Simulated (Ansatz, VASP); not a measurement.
## Zn (dimer Zn chain) in two plane-wave programs

One calculation is typed for both programs; each brings its own data sets. How far apart do they land? The structure shown is the start of the Ansatz relaxation below; VASP solves that cell, so the two are compared at the walk's first step.

Method: plane waves, with VASP 6.6.1 beside it; single point at PBE, single point at LDA and single point at PBEsol, in Ansatz 0.2.0.

## 1. The starting structure

The cell holds 2 atoms: 2 Zn. Cell: a = 7.500 Å, b = 7.500 Å, c = 4.636 Å, α = 90.0°, β = 90.0°, γ = 90.0°. Vacuum lies along a and b. The structure's axis is c.

## 2. Ansatz: relaxation, PBE

Ansatz runs on its default PAW (the set named soft_2) files.

The two programs are compared at the cell with which this relaxation starts, whose forces are those of its first step.

File input.yaml:

```yaml
crystal:
  lattice:
    - [7.5, 0.0, 0.0]
    - [0.0, 7.5, 0.0]
    - [0.0, 0.0, 4.636]
  atoms:
    - { symbol: Zn, position: [0.5, 0.5, 0.0] }
    - { symbol: Zn, position: [0.5, 0.5, 0.45] }
kpoints:
  mp_grid: { grid: [1, 1, 18] }
scf:
  occupations: { method: fermi_dirac, width: 0.05 }
hamiltonian:
  xc: pbe
relax:
  cell: { fix: [a, b, alpha, beta, gamma] }
  max_steps: 60
```

On the command line:

```bash
$ ansatz run input.yaml --threads 4 --pin off --max-ram 8192MiB --backend cpu --events-out ev --progress --plain --runs-dir out
```

Numbers of over 12 decimals in the logs are rounded to 6 here.

The program printed:

```text
Engine: ansatz 0.2.0, x86_64-unknown-linux-gnu
Pseudopotentials: kind: paw
Pseudopotential: Zn, paw, valence charge 12, recommended cutoff 420 eV (normal), Zn.paw.azcp
Functional definition: PBE
  parameter kappa = 0.804
  parameter beta = 0.066725
  exchange = pbe_x(kappa = kappa, mu = beta*pi^2/3)
  correlation = pbe_c(beta = beta)
Crystal: 2 atoms, lattice volume = 260.775 Å³
Basis set: ecut = 420 eV, 5111 PW (Γ), exchange–correlation on 108×108×64 points (8 copies of the dense FFT grid, shifted against one another)
Bands: 16, of which v1, the nominal top of the filled ones, is band 12 counted from 1 (11 counted from 0)
Symmetry: 16 space group operations
Space group: P4/mmm (ITA 123), of the structure as read, at distance tolerance 6.4e-5 Å
k-points: 10 of 18
Non-local potential: Zn, projectors of the file, l = 0: 2, l = 1: 2, l = 2: 3, l = 3: 1
PAW form: soft (Blöchl's): semilocal exchange-correlation on the pseudo side does not see the compensation charge
PAW one-centre angular grid: Zn, 590 points (default); XC on 64 Gauss nodes
Initial density: superposition of atomic densities (neutral atoms: chi_scale 0, normalization atom), corrected by the library's trained network
Initial wavefunctions: pseudopotential atomic-orbital guess
Functional: x = pbe(κ = 0.804, μ = 0.219515), c = pbe(β = 0.066725)
SCF iter   1: F=—  HF=-6635.476932 eV  |F-HF|=—  |Δ(HF+E_count)|=         —  Δρ=1.60e-3  dr2=7.54e-3  ethr=1.77e-3  ⟨swp⟩=6.5  Hψ=863  notcnv=0
preconditioner: auto → LDOS  [insulator: Δε(μ)=0.470 eV  Ē_g=8.920 eV  σ=0.050 eV  W_gap=0.53  n_scr=30 (ndim 8)  ℏωp=11.3 eV  f_vac=0.709  D(μ)=4.45/eV (n_scr^D=22)  ε∞_Penn≈2.6  β→1.0]
SCF iter   2: F=—  HF=-6635.482294 eV  |F-HF|=—  |Δ(HF+E_count)|=   5.36e-3  Δρ=1.46e-3  dr2=3.31e-3  ethr=3.14e-5  ⟨swp⟩=2.5  Hψ=405  notcnv=0
SCF iter   3: F=—  HF=-6635.482700 eV  |F-HF|=—  |Δ(HF+E_count)|=   4.06e-4  Δρ=1.32e-3  dr2=2.87e-3  ethr=1.38e-5  ⟨swp⟩=2.0  Hψ=320  notcnv=0
SCF iter   4: F=—  HF=-6635.481279 eV  |F-HF|=—  |Δ(HF+E_count)|=   1.42e-3  Δρ=2.60e-4  dr2=1.66e-4  ethr=1.20e-5  ⟨swp⟩=2.0  Hψ=268  notcnv=0
SCF iter   5: F=—  HF=-6635.481231 eV  |F-HF|=—  |Δ(HF+E_count)|=   4.83e-5  Δρ=5.69e-5  dr2=8.05e-6  ethr=6.93e-7  ⟨swp⟩=2.0  Hψ=350  notcnv=0
SCF iter   6: F=—  HF=-6635.481222 eV  |F-HF|=—  |Δ(HF+E_count)|=   8.58e-6  Δρ=1.12e-5  dr2=5.13e-7  ethr=3.36e-8  ⟨swp⟩=2.0  Hψ=289  notcnv=0
SCF iter   7: F=-6635.481223 eV  HF=-6635.481223 eV  |F-HF|=1.15e-8  |Δ(HF+E_count)|=   4.55e-7  Δρ=1.75e-6  dr2=1.51e-8  ethr=4.17e-10  ⟨swp⟩=4.5  Hψ=579  notcnv=0
SCF 1 converged in 7 iterations: F = -6635.481223 eV  dr2 = 1.51e-8
  greatest PAW one-centre occupation: 0.986 electrons in one spin orbital (limit 2), on the Zn atom at site 1 (counted from 0), in its partial waves of l = 2
relax step   1: F+E_penalty+E_count = -6635.48122291 eV  Δ(F+E_penalty+E_count) = +0.000e0 eV  max|allowed force component| = 3.997e0 eV/Å  Δτ_max = 0.0000 Å  P = +1.536 GPa  Ω = 260.775 Å³  fix = [a, b, alpha, beta, gamma]  reactions: a -0.012, b -0.012 GPa  (7 SCF iters, dr2 threshold 1.00e-7 eV, accepted)
[...]
relax step   5: F+E_penalty+E_count = -6636.14917679 eV  Δ(F+E_penalty+E_count) = -1.794e-3 eV  max|allowed force component| = 7.797e-4 eV/Å  Δτ_max = 0.0005 Å  P = -0.046 GPa  Ω = 288.138 Å³  energy of the carried Pulay correction = -1.533e-3 eV  fix = [a, b, alpha, beta, gamma]  reactions: a -0.089, b -0.089 GPa  (5 SCF iters, dr2 threshold 1.09e-7 eV, accepted)
[...]
relax step   6: F+E_penalty+E_count = -6636.15119814 eV  Δ(F+E_penalty+E_count) = -2.021e-3 eV  max|allowed force component| = 7.364e-4 eV/Å  Δτ_max = 0.0000 Å  P = -0.039 GPa  Ω = 288.138 Å³  fix = [a, b, alpha, beta, gamma]  reactions: a -0.087, b -0.087 GPa  stress off target by 5.66e-2 GPa on what of the cell is left free  SCF on the basis re-selected at this cell (its energy is not comparable with the rows above)  (8 SCF iters)
[...]
relax step   7: F+E_penalty+E_count = -6636.15132340 eV  Δ(F+E_penalty+E_count) = -1.253e-4 eV  max|allowed force component| = 1.065e-4 eV/Å  Δτ_max = 0.0000 Å  P = -0.056 GPa  Ω = 288.929 Å³  energy of the carried Pulay correction = -3.809e-5 eV  fix = [a, b, alpha, beta, gamma]  reactions: a -0.088, b -0.088 GPa  (5 SCF iters, dr2 threshold 8.01e-9 eV, accepted)
[...]
relax step   8: F+E_penalty+E_count = -6636.15136563 eV  Δ(F+E_penalty+E_count) = -4.224e-5 eV  max|allowed force component| = 1.094e-4 eV/Å  Δτ_max = 0.0000 Å  P = -0.056 GPa  Ω = 288.929 Å³  fix = [a, b, alpha, beta, gamma]  reactions: a -0.088, b -0.088 GPa  stress off target by 9.61e-3 GPa on what of the cell is left free  SCF on the basis re-selected at this cell (its energy is not comparable with the rows above)  (7 SCF iters)
basis re-selected at this cell: Δ(F+E_penalty+E_count) = -4.224e-5 eV, ΔP = -0.000 GPa vs the last step (what re-selecting the basis moved, of the pressure what is left beyond the Pulay correction that the steps carried, after the strain that the cell walked since its last selection, with what the two solves' SCF thresholds leave and, on support functions, any second-order correction that the steps lacked; it is no m [...]
SCF converged after 7 iterations
Free energy (F): -6636.151366 eV
Harris-Foulkes:  -6636.151366 eV  (|F-HF|=3.64e-12)
Internal energy: -6636.139159 eV  (E = F + TS)
E sigma→0 (E₀):  -6636.145263 eV
Entropy (-TS):   -0.012206 eV (-6.103 meV/atom)
Fermi energy:    -0.931774 eV
--- Per-component energies (eV) ---
  E_band       = -191.498382
  E_kinetic    = 259.158053
  E_local      = -6457.293057  (includes V_loc(G=0)·N_el)
  E_nonlocal   = 1222.517880
  E_hartree    = 2834.184604
  E_xc         = -271.532741
  E_vxc        = -99.345119  (∫ρ·V_xc dr)
  E_paw        = -3650.278216  (= ΣΔE_a)
  E_vpaw       = -784.904538  (= ΣTr[D̂ρ^β])
  E_aug_tail   = -0.000730  (compensation charges beyond the density's cutoff)
  E_ewald      = -572.894952
  E_smearing   = -0.012206  (= −TS)
  E_closure    = 0.000000  (closes the sum)
  Σ components = -6636.151366   (vs F -6636.151366, Δ=0.00e0)
--- Forces (eV/Å), atoms counted from 1 ---
  atom   1  Zn     0.00000000    -0.00000000     0.00010942
  atom   2  Zn     0.00000000     0.00000000    -0.00010942
  max |Σ_I F_I| component: 7.57e-28 eV/Å
--- Stress (GPa, compression-positive) ---
       -0.088493       0.000000       0.000000
        0.000000      -0.088493       0.000000
        0.000000       0.000000       0.009612
  P = ⅓ Tr σ = -0.0558 GPa (-0.558 kbar)
--- Relaxed structure (6 steps of the walk, 6 accepted, 2 SCFs on fresh bases) ---
  F+E_penalty+E_count = -6636.15136563 eV   max|allowed force component| = 1.094e-4 eV/Å   (the final SCF, on the basis selected at the relaxed cell)
  cell:  # Å, volume = 288.9286 Å³
    - [7.5, 0.0, 0.0]
    - [0.0, 7.5, 0.0]
    - [0.0, 0.0, 5.136509]
  atoms:
    - { symbol: Zn, position: [0.5, 0.5, -0.025002] }
    - { symbol: Zn, position: [0.5, 0.5, 0.475002] }
```

## 3. VASP: single point, PBE, start cell

The same cell, functional, mesh and smearing now go to VASP, with its own data sets.

Lines of VASP's logs that name or quote its potential files are left out, and so is its time.

File INCAR:

```
SYSTEM = Zn
PREC = Accurate
ENCUT = 400
EDIFF = 1E-06
NELM = 120
ISMEAR = -1
SIGMA = 0.05
LREAL = .FALSE.
ALGO = Normal
GGA = PE
NBANDS = 18
LORBIT = 11
LWAVE = .FALSE.
LCHARG = .FALSE.
ISIF = 2
LASPH = .TRUE.
GGA_COMPAT = .FALSE.
EFERMI = MIDGAP
KPAR = 2
```

File POSCAR:

```
Zn
1.0
    7.5000000000      0.0000000000      0.0000000000
    0.0000000000      7.5000000000      0.0000000000
    0.0000000000      0.0000000000      4.6360000000
Zn
2
Direct
    0.5000000000      0.5000000000      0.0000000000
    0.5000000000      0.5000000000      0.4500000000
```

File KPOINTS:

```
Automatic mesh
0
Gamma
1 1 18
0 0 0
```

The projector-augmented-wave data sets are Zn (PBE family, release 64).

On the command line:

```bash
$ mpirun -np 2 vasp_std
```

The program printed:

```text
[banner, memory and clock lines left out]
running    2 mpi-ranks, on    1 nodes
 distrk:  each k-point on    1 cores,    2 groups
 distr:  one band on    1 cores,    1 groups

 POSCAR found type information on POSCAR Zn
 POSCAR found :  1 types and       2 ions
 LDA part: xc-table for (Slater+PW92), standard interpolation
 POSCAR, INCAR and KPOINTS ok, starting setup
 FFT: planning ... GRIDC
 FFT: planning ... GRID_SOFT
 FFT: planning ... GRID
 WAVECAR not read
 entering main loop
       N       E                     dE             d eps       ncg     rms          rms(c)
DAV:   1     0.878703010701E+02    0.87870E+02   -0.86147E+03   368   0.860E+02
DAV:   2     0.416008293799E+01   -0.83710E+02   -0.82905E+02   400   0.220E+02
DAV:   3     0.315333587350E+00   -0.38447E+01   -0.38295E+01   392   0.558E+01
DAV:   4     0.281883081200E+00   -0.33451E-01   -0.33432E-01   382   0.516E+00
DAV:   5     0.281537165224E+00   -0.34592E-03   -0.34591E-03   434   0.415E-01    0.329E+00
DAV:   6     0.353354651322E+00    0.71817E-01   -0.19069E-01   380   0.622E+00    0.191E+00
DAV:   7     0.370854785782E+00    0.17500E-01   -0.67670E-02   372   0.125E+00    0.439E-01
DAV:   8     0.370291756939E+00   -0.56303E-03   -0.36026E-03   380   0.634E-01    0.132E-01
DAV:   9     0.369878486211E+00   -0.41327E-03   -0.60633E-04   380   0.214E-01    0.300E-02
DAV:  10     0.369782756432E+00   -0.95730E-04   -0.71727E-05   368   0.839E-02    0.118E-02
DAV:  11     0.369706205257E+00   -0.76551E-04   -0.41473E-05   368   0.430E-02    0.478E-03
DAV:  12     0.369665467760E+00   -0.40737E-04   -0.61692E-06   292   0.169E-02    0.426E-03
DAV:  13     0.369651122998E+00   -0.14345E-04   -0.23830E-06   292   0.678E-03    0.745E-04
DAV:  14     0.369648490459E+00   -0.26325E-05   -0.59429E-07   292   0.230E-03    0.438E-04
DAV:  15     0.369648324338E+00   -0.16612E-06   -0.54304E-08   268   0.719E-04
   1 F= 0.36964832E+00 E0= 0.38694842E+00  d E =-.346002E-01
```

OUTCAR, selected parts (step 3):

```text
ion  position               nearest neighbor table
   1  0.500  0.500  0.000-   2 2.09   2 2.55
   2  0.500  0.500  0.450-   1 2.09   1 2.55

  LATTYP: Found a simple tetragonal cell.
 ALAT       =     7.5000000000
 C/A-ratio  =     0.6181333333

 Subroutine GETGRP returns: Found 16 space group operations
 (whereof  8 operations were pure point group operations)

The static configuration has the point symmetry C_4v.
 The point group associated with its full space group is D_4h.

 Found     10 irreducible k-points:

   k-points           NKPTS =     10   k-points in BZ     NKDIM =     10   number of bands    NBANDS=     18

   dimension x,y,z NGX =    50 NGY =   50 NGZ =   30
   dimension x,y,z NGXF=   100 NGYF=  100 NGZF=   60

   ENCUT  =  400.0 eV  29.40 Ry    5.42 a.u.  12.23 12.23  7.56*2*pi/ulx,y,z

   NELECT =      24.0000    total number of electrons

 k-points in reciprocal lattice and weights: Automatic mesh
   0.00000000  0.00000000  0.00000000       0.056
   0.00000000  0.00000000  0.05555556       0.111
   0.00000000  0.00000000  0.11111111       0.111
   0.00000000  0.00000000  0.16666667       0.111
   0.00000000  0.00000000  0.22222222       0.111
   0.00000000  0.00000000  0.27777778       0.111
   0.00000000  0.00000000  0.33333333       0.111
   0.00000000  0.00000000  0.38888889       0.111
   0.00000000  0.00000000  0.44444444       0.111
   0.00000000  0.00000000  0.50000000       0.056

 average (electrostatic) potential at core
       1 -42.4204       2 -42.4204

 E-fermi :  -2.0297

 k-point     1 :       0.0000    0.0000    0.0000
  band No.  band energies     occupation
    ...
      9      -9.3121      2.00000
     10      -9.1327      2.00000
     11      -7.7428      2.00000
     12      -2.0233      0.93667
     13      -2.0233      0.93667
     14      -1.6530      0.00107
     15       0.0047      0.00000
     16       0.3009      0.00000
     17       1.4057      0.00000
     18       3.2311      0.00000

 k-point     2 :       0.0000    0.0000    0.0556
  band No.  band energies     occupation
    ...
      9      -9.3202      2.00000
     10      -9.1427      2.00000
     11      -7.7277      2.00000
     12      -1.9975      0.68918
     13      -1.9975      0.68918
     14      -1.9308      0.24329
     15       0.0194      0.00000
     16       0.6270      0.00000
     17       1.4270      0.00000
     18       3.2517      0.00000

 k-point     3 :       0.0000    0.0000    0.1111
  band No.  band energies     occupation
    ...
      8      -9.3438      2.00000
      9      -9.3438      2.00000
     10      -9.1724      2.00000
     11      -7.6821      2.00000
     12      -2.4996      1.99983
     13      -1.9205      0.20252
     14      -1.9205      0.20252
     15       0.0796      0.00000
     16       1.3230      0.00000
     17       1.4910      0.00000
    ...

  Total       -0.1307186     -0.1307186      7.6763149      0.0000000      0.0000000      0.0000000
  in kB       -0.8031230     -0.8031230     47.1625642      0.0000000      0.0000000      0.0000000
  external PRESSURE =      15.1854394 kB  Pullay stress =       0.0000000 kB

  energy-cutoff  :      400.00
  volume of cell :      260.78
      direct lattice vectors                 reciprocal lattice vectors
     7.500000000  0.000000000  0.000000000     0.133333333  0.000000000  0.000000000
     0.000000000  7.500000000  0.000000000     0.000000000  0.133333333  0.000000000
     0.000000000  0.000000000  4.636000000     0.000000000  0.000000000  0.215703192

 POSITION                                       TOTAL-FORCE (eV/Angst)
 -----------------------------------------------------------------------------------
      3.75000      3.75000      0.00000         0.000000     -0.000000     -4.093089
      3.75000      3.75000      2.08620         0.000000      0.000000      4.093089
 -----------------------------------------------------------------------------------
    total drift:                               -0.000000     -0.000000     -0.000000

  FREE ENERGIE OF THE ION-ELECTRON SYSTEM (eV)
  ---------------------------------------------------
  free  energy   TOTEN  =         0.3696483243 eV

  energy  without entropy=        0.4042485231  energy(sigma->0) =        0.38694842

 total charge
# of ion       s       p       d       tot
------------------------------------------
    1        0.793   0.297   9.723  10.813
    2        0.793   0.297   9.723  10.813
--------------------------------------------------
tot          1.587   0.595  19.445  21.626

[... 3 further parts left out ...]
```

## 4. Comparison

Known differences besides the potentials themselves: the cutoff is 420 eV in Ansatz and 400 eV in VASP. Total energies have different zeros and are not compared.

Forces (eV/Å; atoms numbered as in POSCAR):

```tsv
atom	Ansatz x, y, z	VASP x, y, z
Zn1	0.000, 0.000, -3.997	0.000, 0.000, -4.093
Zn2	0.000, 0.000, 3.997	0.000, 0.000, 4.093
```

The forces differ by 55 meV/Å r.m.s., which is 2.3 % of the r.m.s. force of 2.363 eV/Å (both taken over all components).

## 5. Ansatz: relaxation, LDA

The two programs are compared at the cell with which this relaxation starts, whose forces are those of its first step.

The structure compared here is the start of the Ansatz relaxation; VASP solves that cell, so the two are compared at the walk's first step.

input.yaml, the sections that differ from step 2:

```yaml
crystal:
  lattice:
    - [7.5, 0.0, 0.0]
    - [0.0, 7.5, 0.0]
    - [0.0, 0.0, 4.636]
  atoms:
    - { symbol: Zn, position: [0.5, 0.5, 0.0], spin: 0.5 }
    - { symbol: Zn, position: [0.5, 0.5, 0.45], spin: 0.5 }
magnetization:
  spin_polarized: true
hamiltonian:
  xc: lda
# kpoints, scf, relax: as in step 2
```

On the command line:

```bash
$ ansatz run input.yaml --threads 4 --pin off --max-ram 8192MiB --backend cpu --events-out ev --progress --plain --runs-dir out
```

The program printed:

```text
[...]
Crystal: 2 atoms, lattice volume = 260.775 Å³
Basis set: ecut = 420 eV, 5111 PW (Γ)
Bands: 17, of which v1, the nominal top of the filled ones, is band 12 counted from 1 (11 counted from 0)
Symmetry: 16 space group operations
[...]
k-points: 10 of 18
[...]
Starting moments: Σ|m| = 1 μB on 2 of 2 sites
[...]
0.000000      -0.061984       0.000000
        0.000000       0.000000       0.008699
  P = ⅓ Tr σ = -0.0384 GPa (-0.384 kbar)
--- Relaxed structure (4 steps of the walk, 4 accepted, 1 SCFs on fresh bases) ---
[...]
cell:  # Å, volume = 275.0229 Å³
    - [7.5, 0.0, 0.0]
    - [0.0, 7.5, 0.0]
    - [0.0, 0.0, 4.889296]
  atoms:
    - { symbol: Zn, position: [0.5, 0.5, -0.025012] }
    - { symbol: Zn, position: [0.5, 0.5, 0.475012] }
[key lines of the parts left out:]
SCF converged after 7 iterations
Magnetization: -0.0000 μB (12.0000 up, 12.0000 down)
Free energy (F): -6489.595452 eV
Fermi energy:    -1.226840 eV
```

## 6. VASP: single point, LDA, start cell

The same cell, functional (in two slightly different forms), mesh and smearing now go to VASP, with its own data sets.

File INCAR:

```
SYSTEM = Zn
PREC = Accurate
ENCUT = 400
EDIFF = 1E-06
NELM = 200
ISMEAR = -1
SIGMA = 0.05
LREAL = .FALSE.
ALGO = Normal
GGA = CA
NBANDS = 19
ISPIN = 2
MAGMOM = -0 -0
LORBIT = 11
LWAVE = .FALSE.
LCHARG = .FALSE.
ISIF = 2
LASPH = .TRUE.
GGA_COMPAT = .FALSE.
KPAR = 2
```

POSCAR is that of step 3.

KPOINTS is that of step 3.

PAW data sets: Zn (LDA family, release 64).

On the command line:

```bash
$ mpirun -np 2 vasp_std
```

The program printed:

```text
[banner, memory and clock lines left out]
running    2 mpi-ranks, on    1 nodes
[...]
LDA part: xc-table for (Slater(with rela. corr.)+CA(PZ))
 , standard interpolation
 POSCAR, INCAR and KPOINTS ok, starting setup
[...]
entering main loop
       N       E                     dE             d eps       ncg     rms          rms(c)
DAV:   1     0.900587869857E+02    0.90059E+02   -0.85463E+03   760   0.820E+02
DAV:   2     0.384172511860E+01   -0.86217E+02   -0.85341E+02   834   0.212E+02
DAV:   3    -0.486267756239E+00   -0.43280E+01   -0.43078E+01   844   0.574E+01
DAV:   4    -0.524198881520E+00   -0.37931E-01   -0.37917E-01   843   0.546E+00
[...]
DAV:  13    -0.360036211031E+00   -0.15061E-04   -0.17507E-06   630   0.656E-03    0.218E-03
DAV:  14    -0.360041994032E+00   -0.57830E-05   -0.88930E-07   642   0.416E-03    0.784E-04
DAV:  15    -0.360042937179E+00   -0.94315E-06   -0.18649E-07   645   0.187E-03
   1 F= -.36004294E+00 E0= -.34262977E+00  d E =-.348263E-01  mag=    -0.0000
```

Parts of OUTCAR (step 6):

```text
  Total       -0.1348766     -0.1348766      5.2441542      0.0000000      0.0000000      0.0000000
  in kB       -0.8286691     -0.8286691     32.2195954      0.0000000      0.0000000      0.0000000
  external PRESSURE =      10.1874190 kB  Pullay stress =       0.0000000 kB

 POSITION                                       TOTAL-FORCE (eV/Angst)
 -----------------------------------------------------------------------------------
      3.75000      3.75000      0.00000         0.000000     -0.000000     -3.739981
      3.75000      3.75000      2.08620         0.000000      0.000000      3.739981
 -----------------------------------------------------------------------------------
    total drift:                               -0.000000     -0.000000      0.000000

  FREE ENERGIE OF THE ION-ELECTRON SYSTEM (eV)
  ---------------------------------------------------
  free  energy   TOTEN  =        -0.3600429372 eV

  energy  without entropy=       -0.3252166107  energy(sigma->0) =       -0.34262977

 magnetization (x)
# of ion       s       p       d       tot
------------------------------------------
    1       -0.000  -0.000   0.000  -0.000
    2       -0.000  -0.000   0.000  -0.000
--------------------------------------------------
tot         -0.000  -0.000   0.000  -0.000

[... 1 part as in an earlier step ...]

[... 2 further parts left out ...]
[key lines of the parts left out:]
E-fermi :  -2.2919
```

## 7. Comparison

What differs besides the data sets and the points named for the pairs above, as far as they apply: the two LDA forms differ slightly; VASP's log shows a relativistic correction to its local exchange, Ansatz's none. Total energies have different zeros and are not compared.

Forces (eV/Å; atoms numbered as in POSCAR):

```tsv
atom	Ansatz x, y, z	VASP x, y, z
Zn1	0.000, 0.000, -3.636	0.000, 0.000, -3.740
Zn2	0.000, 0.000, 3.636	0.000, 0.000, 3.740
```

The forces differ by 60 meV/Å r.m.s., which is 2.8 % of the r.m.s. force of 2.159 eV/Å (both taken over all components). Moments aren't recorded for both runs of this pair, so they may hold unlike magnetic states.

[end of part 1 of 2]

[Lines on the potential files, build, host, timing and source positions are cut from VASP's logs without a mark.]

[Logs are printed without paths, hosts, clocks, repeated set-up lines and the standing remarks that a program may print on its own settings, such as how far it seeks lower states.]

[Hosts, paths, dates, database ids (printed as entryN), source tags and the programs' standing remarks are cut or masked in the printed files.]
